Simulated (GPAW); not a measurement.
# CdSe (Cadmoselite) (P6_3mc) in GPAW: Wannier functions with BEEF-vdW

Aim: the Wannier functions of CdSe (Cadmoselite) with BEEF-vdW.

Program: GPAW 26.7.0. These are calculated values, not measurements. Logs are shortened: lines on timing, memory, paths and dates and some standing lists are left out, and cuts for length are marked. The log counts tension as positive stress, the text compression.

**The experiment to reproduce.**

A printed reference work, data compilation reports, for a bulk crystal of CdSe at 2 K: band gap 1.841 eV.

The results are compared with them further down.

## Step 1: The crystal as given

It takes space group P6_3mc (No. 186, hexagonal). Conventional cell: a = 4.300 Å, b = 4.300 Å, c = 7.020 Å, α = 90.00°, β = 90.00°, γ = 120.00°. Cd (site symmetry 3m) has 4 Se at 2.61 to 2.70 Å as nearest neighbours. Se (site symmetry 3m) has 4 Cd at 2.61 to 2.70 Å as nearest neighbours.

## Step 2: Wannier functions, BEEF-vdW

The input, run.py:

```python
import json
import numpy as np
from ase.dft.bandgap import bandgap
from ase.dft.wannier import Wannier
from ase.io import read, write
from gpaw import GPAW, PW

atoms = read('POSCAR')

calc = GPAW(mode=PW(600),
            xc={'name': 'BEEF-vdW', 'backend': 'libvdwxc'},
            kpts={'size': (7, 7, 4), 'gamma': True},
            occupations={'name': 'fermi-dirac', 'width': 0.05},
            nbands=31,
            convergence={'density': 1e-05, 'energy': 1e-05},
            maxiter=150,
            txt='gpaw.txt')
atoms.calc = calc
energy = atoms.get_potential_energy()
forces = atoms.get_forces()
calc.write('gs.gpw')
write('result.traj', atoms)
print(f'Energy: {energy:.6f} eV')
print('Forces (eV/A):')
print(forces.round(4))
print('Fermi level:', round(calc.get_fermi_level(), 4), 'eV')
print(f'Gap: {bandgap(calc)[0]:.4f} eV, direct: {bandgap(calc, direct=True)[0]:.4f} eV')

nocc = int(round(calc.get_number_of_electrons() / 2))
full = calc.fixed_density(kpts={'size': (4, 4, 4), 'gamma': True}, symmetry='off', nbands=nocc + 6,
                          convergence={'bands': nocc}, txt='full.txt')
wan, values = None, []
for seed in range(6):  # several starts, since the search can end in a local maximum
    trial = Wannier(nwannier=nocc, calc=full, nbands=nocc, functional='var',
                    initialwannier='random' if seed == 0 else 'random', rng=np.random.RandomState(seed))
    trial.localize(tolerance=1e-6)
    values.append(trial.get_functional_value())
    print(f'start {seed}: functional {values[-1]:.5f}', flush=True)
    if values[-1] == max(values):
        wan = trial
wan.localize(step=0.1, tolerance=1e-8)
wan.translate_all_to_cell((0, 0, 0))
centres, spreads = wan.get_centers(), wan.get_spreads()
for x, s in zip(centres, spreads):
    d = np.linalg.norm(atoms.repeat(3).positions - atoms.cell.sum(0) - x, axis=1)
    print(x.round(4), f'spread {s:.4f} A^2, nearest {atoms[d.argmin() % len(atoms)].symbol} at {d.min():.3f} A')
onsite = wan.get_hopping((0, 0, 0)).diagonal().real
print('On-site energies:', onsite.round(4))
json.dump({'centres': centres.tolist(), 'spreads': spreads.tolist(), 'onsite': onsite.tolist(), 'values': values},
          open('wannier.json', 'w'))
```

The input, POSCAR:

```
CdSe
1.0
    4.3000000000      0.0000000000      0.0000000000
   -2.1500000000      3.7239092363      0.0000000000
    0.0000000000      0.0000000000      7.0200000000
Cd Se
2 2
Direct
    0.6666666667      0.3333333333      0.5000000000
    0.3333333333      0.6666666667      0.0000000000
    0.6666666667      0.3333333333      0.8850000000
    0.3333333333      0.6666666667      0.3850000000
```

Potentials or basis: GPAW PAW data sets (gpaw-data 1.2.1), pw.

Started as:

```
> OMP_NUM_THREADS=1 python run.py
```

gpaw.txt:

```text
__  _  _
 | _ |_)|_||  |
 |__||  | ||/\| - 26.7.0

Input parameters:
  mode=PW(ecut=600.0),
  convergence={'density': 1e-05, 'energy': 1e-05},
  kpts=MonkhorstPack(size=(7, 7, 4), gamma=True),
  maxiter=150,
  nbands=31,
  occupations=Occupations(name='fermi-dirac', width=0.05),
  xc=XC(name='BEEF-vdW', backend='libvdwxc')

Diagonalizing LCAO Hamiltonian
Converting LCAO to pw mode

            Se

        Se  Cd

        Cd

Atoms  # Å, Bohr magnetons
|   | symbol |         x |        y |        z |    initial magnetic moments |
|---|--------|-----------|----------|----------|-----------------------------|
| 0 |     Cd |  2.150000 | 1.241303 | 3.510000 | ( 0.0000,  0.0000,  0.0000) |
| 1 |     Cd | -0.000000 | 2.482606 | 0.000000 | ( 0.0000,  0.0000,  0.0000) |
| 2 |     Se |  2.150000 | 1.241303 | 6.212700 | ( 0.0000,  0.0000,  0.0000) |
| 3 |     Se | -0.000000 | 2.482606 | 2.702700 | ( 0.0000,  0.0000,  0.0000) |

Unit cell  # Å
| periodic |         x |        y |        z |  lengths |     angles |
|----------|-----------|----------|----------|----------|------------|
|      yes |  4.300000 | 0.000000 | 0.000000 | 4.300000 |  90.000000 |
|      yes | -2.150000 | 3.723909 | 0.000000 | 4.300000 |  90.000000 |
|      yes |  0.000000 | 0.000000 | 7.020000 | 7.020000 | 120.000000 |

Number of symmetries: 6
Symmetry operations  # r_c * U_cc + t_c -> r_c
|   | kind |            matrix            |
|---|------|------------------------------|
| 0 |  σ   |  1, 1, 0,  0,-1, 0,  0, 0, 1 |
| 1 |  E   |  1, 0, 0,  0, 1, 0,  0, 0, 1 |
| 2 |  C3  |  0, 1, 0, -1,-1, 0,  0, 0, 1 |
| 3 |  σ   |  0,-1, 0, -1, 0, 0,  0, 0, 1 |
| 4 |  σ   | -1, 0, 0,  1, 1, 0,  0, 0, 1 |
| 5 |  C3  | -1,-1, 0,  1, 0, 0,  0, 0, 1 |

BZ-sampling:
  Number of BZ points: 196
  Number of IBZ points: 28

  Monkhorst-Pack size: [7, 7, 4]
  Monkhorst-Pack shift: [0.0, 0.0, 0.125]

K-points  # in reciprocal-cell coordinates
|     |                                coordinates |     weight |
|-----|--------------------------------------------|------------|
|   0 | (  0.00000000,   0.00000000,   0.00000000) | 0.00510204 |
|   1 | (  0.00000000,   0.00000000,   0.25000000) | 0.01020408 |
|   2 | (  0.00000000,   0.00000000,   0.50000000) | 0.00510204 |
|   3 | (  0.14285714,   0.00000000,  -0.25000000) | 0.03061224 |
|   4 | (  0.14285714,   0.00000000,   0.00000000) | 0.03061224 |
|   5 | (  0.14285714,   0.00000000,   0.25000000) | 0.03061224 |
|   6 | (  0.14285714,   0.00000000,   0.50000000) | 0.03061224 |
|   7 | (  0.28571429,  -0.14285714,   0.00000000) | 0.03061224 |
|   8 | (  0.28571429,  -0.14285714,   0.25000000) | 0.06122449 |
|   9 | (  0.28571429,  -0.14285714,   0.50000000) | 0.03061224 |
| ... |                                            |            |
|  27 | (  0.42857143,   0.42857143,   0.50000000) | 0.03061224 |

Plane wave coefficients: 3791
Cutoff: 600.0 eV

Spin-components: 1 (collinear spins)
Bands:           31
Projectors:      22
Spin-degeneracy: 2
Datatype:        complex128

Parallelization:
  kpt:    1
  domain: 1
  band:   1

Density:
  Valence electrons: 36.0
  Components: 1
  Grid points: [25 25 40]
  Charge: 0.0  # |e|

Potential:
  Grid points: [25 25 40]

species:
  Cd:
    name:    Cadmium
    Z:       48.0
    valence: 12
    core:    36
    charge:  0.0  # [|e|]
    compensation charges:
      type: gauss
      rc: 0.38  # [Å]
      lmax: 2
    cutoffs:
      filter: 2.12  # [Å]
      core: 2.62  # [Å]
    projectors
    | kind |    occ | energy [eV] | rcut [Å] |
    |------|--------|-------------|----------|
    |   5s |  2.000 |      -5.655 |    1.191 |
    |   5p |  0.000 |      -1.186 |    1.228 |
    |   4d | 10.000 |     -11.739 |    1.164 |
    |    s |        |      21.556 |    1.191 |
    |    p |        |      26.026 |    1.228 |
    |    d |        |      15.473 |    1.164 |

    Using partial waves for Cd as LCAO basis

  Se:
    name:    Selenium
    Z:       34.0
    valence: 6
    core:    28
    charge:  0.0  # [|e|]
    compensation charges:
      type: gauss
      rc: 0.27  # [Å]
      lmax: 2
    cutoffs:
      filter: 1.77  # [Å]
      core: 2.67  # [Å]
    projectors
    | kind |    occ | energy [eV] | rcut [Å] |
    |------|--------|-------------|----------|
    |   4s |  2.000 |     -17.277 |    0.847 |
    |   4p |  4.000 |      -6.512 |    1.005 |
    |    s |        |       9.935 |    0.847 |
    |    p |        |      20.699 |    1.005 |
    |    d |        |       0.000 |    0.847 |

    Using partial waves for Se as LCAO basis

Reference energy: -436553.300934  # eV

eigensolver:
  PPCG
  Converge bands: occupied
  niter=2

density mixing:
  MSR1-Mixer
  Pratt-step length: 0.05
  Maximum mixing coefficient: 0.75
  Old densities: 10
  SVD Regularization: 0.005
  Good broyden scale: 1.0
  Trust region scale: 1.0
  Backstep threshold: 4.0
  History deletion threshold: 6.0
  Fourier metric: weight=20.0, sigma=0.015

occupation numbers:
  Fermi-Dirac:
    width: 0.0500  # eV

poisson solver:
  ecut: 4800.0  # eV

xc functional:
  name: vdW-BEEF with libvdwxc
  Mode: serial
  Semilocal: BEEVDW with 2 nearest neighbor stencil
  Corresponding non-local functional: vdW-DF2
  Local blocksize: 50 x 50 x 80
  PAW datasets: PBE

convergence criteria:
- Maximum integral of absolute [dens]ity change: 1e-05 electrons / valence electron
- Maximum [total energy] change in last 3 cyles: 1e-05 eV / valence electron
- Maximum integral of absolute [eigenst]ate change: 4e-08 eV^2 / valence electron
maximum number of iterations: 150

SCF iterations
|iter     | |      energy | eigst |  dens |
|---------|-|-------------|-------|-------|
|iter:   1| | -492.849684 | -0.14 |       |
|iter:   2| | -492.708237 | -2.23 | -1.11 |
|iter:   3| | -492.150938 | -1.92 | -1.14 |
|iter:   4| | -492.155798 | -3.30 | -1.90 |
|iter:   5| | -492.157692 | -4.14 | -2.30 |
|iter:   6| | -492.157750 | -5.36 | -3.19 |
|iter:   7| | -492.157763c| -6.25 | -3.59 |
|iter:   8| | -492.157763c| -7.23 | -4.23 |
|iter:   9| | -492.157764c| -8.01c| -4.55 |
|iter:  10| | -492.157764c| -8.41c| -4.98 |
|iter:  11| | -492.157764c| -8.73c| -5.78c|

Converged in 11 steps
Energy contributions relative to reference atoms: (reference = -436553.300934)

Energy contributions:
  Kinetic:         103.539135
  Coulomb:         -94.709827
  Zero:              0.331325
  External:          0.000000
  Xc:             -501.318394
  Entropy:          -0.000005
  Spinorbit:         0.000000
  ----------------------------
  Free energy:    -492.157767
  Extrapolated:   -492.157764

dipole moment: (0.000008, 0.000008, -18.128367)  # |e|*Ang

Fermi level: 3.878
Eigenvalues  # (at kpt = [0.000, 0.000, 0.000])
| band index |      eig [eV] | occ [0-2] |
|------------|---------------|-----------|
|          0 |        -9.113 |     2.000 |
|        ... |               |           |
|         10 |        -4.278 |     2.000 |
|         11 |        -3.994 |     2.000 |
|         12 |        -0.699 |     2.000 |
|         13 |         2.739 |     2.000 |
|         14 |         2.739 |     2.000 |
|         15 |         3.424 |     2.000 |
[... 8 lines left out ...]
|         24 |        10.537 |     0.000 |
|         25 |        11.207 |     0.000 |
|        ... |               |           |
|         30 |        14.623 |     0.000 |

Gap: 0.822 eV
Transition (v -> c):
  (s=0, k=0, n=17, [0.00, 0.00, 0.00]) -> (s=0, k=0, n=18, [0.00, 0.00, 0.00])
No difference between direct/indirect transitions

Forces  # eV/Ang
|        x |       y |        z |
|----------|---------|----------|
| -0.00000 | 0.00000 |  0.29694 |  # Cd   0
| -0.00000 | 0.00000 |  0.29693 |  # Cd   1
|  0.00000 | 0.00000 | -0.29632 |  # Se   2
|  0.00000 | 0.00000 | -0.29628 |  # Se   3

# Writing to gs.gpw (mode='')
```

It took 4.7 min on 1 thread of Arm Neoverse V1, shared host; peak memory 0.48 GiB.

What came out:

* Free energy: -492.1578 eV
* Largest force: 0.297 eV/Å
* Band gap on the k mesh: 0.82 eV, direct
* Total Wannier spread: 18.77 Å² over 18 functions

Forces in eV/Å, atoms in the order of the input:
```
Cd   0.000  0.000  0.297
Cd   0.000  0.000  0.297
Se   0.000  0.000 -0.296
Se   0.000  0.000 -0.296
```

Levels at points of the mesh, in eV from the valence-band top:
```csv
k point,band 16,band 17,band 18,band 19,band 20,band 21
"(0.00, 0.00, 0.00)",-0.01,0.00,0.00,0.82,2.25,5.99
"(0.00, 0.00, 0.50)",-0.36,-0.36,-0.36,2.45,2.45,5.92
```

Wannier centres (Å) and spreads (Å²):
| function | x | y | z | spread |
| --- | --- | --- | --- | --- |
| 1 | 0.001 | 2.485 | 7.017 | 0.406 |
| 2 | 0.010 | 2.476 | 2.014 | 1.907 |
| 3 | 2.140 | 1.244 | 5.524 | 1.910 |
| 4 | -0.005 | 3.170 | 2.936 | 1.831 |
| 5 | 0.579 | 2.151 | 2.936 | 1.759 |
| 6 | 2.154 | 1.241 | 3.513 | 0.419 |
| 7 | 2.153 | 1.255 | 3.505 | 0.422 |
| 8 | 2.747 | 1.583 | 6.446 | 1.829 |
| 9 | 0.004 | 2.476 | 0.008 | 0.406 |
| 10 | -0.001 | 2.493 | 7.004 | 0.418 |
| 11 | 0.007 | 2.483 | 0.002 | 0.418 |
| 12 | 1.572 | 1.576 | 6.444 | 1.757 |
| 13 | 2.143 | 1.238 | 3.510 | 0.423 |
| 14 | -0.010 | 2.476 | 0.007 | 0.410 |
| 15 | 2.152 | 0.555 | 6.449 | 1.830 |
| 16 | -0.596 | 2.140 | 2.938 | 1.829 |
| 17 | 2.152 | 1.237 | 3.513 | 0.393 |
| 18 | 2.147 | 1.236 | 3.506 | 0.402 |

Caveat: the PAW data sets were made with another functional, which shifts forces and pressure a little.

## Step 3: Comparison with measurements

Step 2. Against the measured gap of CdSe, 1.841 eV (2 K; a printed reference work, data compilation), the calculated 0.82 eV is off by -1.02 eV. So large a miss can be the level of theory's own, or it may mean another phase, state or a wrong row. Spin-orbit coupling on Cd, Se is left out. The value is that of BEEF-vdW, without temperature or zero-point motion.
